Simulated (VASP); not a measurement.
HfN:

```
CELL_PARAMETERS angstrom
0.00000 2.25600 2.25600
2.25600 0.00000 2.25600
2.25600 2.25600 0.00000
ATOMIC_POSITIONS crystal
Hf 0.00000 0.00000 0.00000
N 0.50000 0.50000 0.50000
```

Base run:

```yaml
Program: VASP 6.6.1
Functional: SCAN
Potentials_or_basis: VASP PAW PBE potentials, release 64 (Hf_pv, N)
Cutoff: 520 eV
k_mesh: 7 × 7 × 7
Occupations: fermi-dirac, width 0.05 eV
Spin: spin-orbit coupling, no magnetisation
```

Its results: pressure -3.1 GPa.

Task: The run is repeated on the same cell with these changes: functional from SCAN to r2SCAN; further incar settings from ALGO = Normal; EDIFF = 1e-07; NBANDS = 27 to ALGO = Normal; EDIFF = 1e-06; NBANDS = 27. What comes out?

Result: Pressure 0.3 GPa.

Caveats: the PAW data sets were made with another functional, which shifts forces and pressure a little.

Not every run made on this cell is shown here.
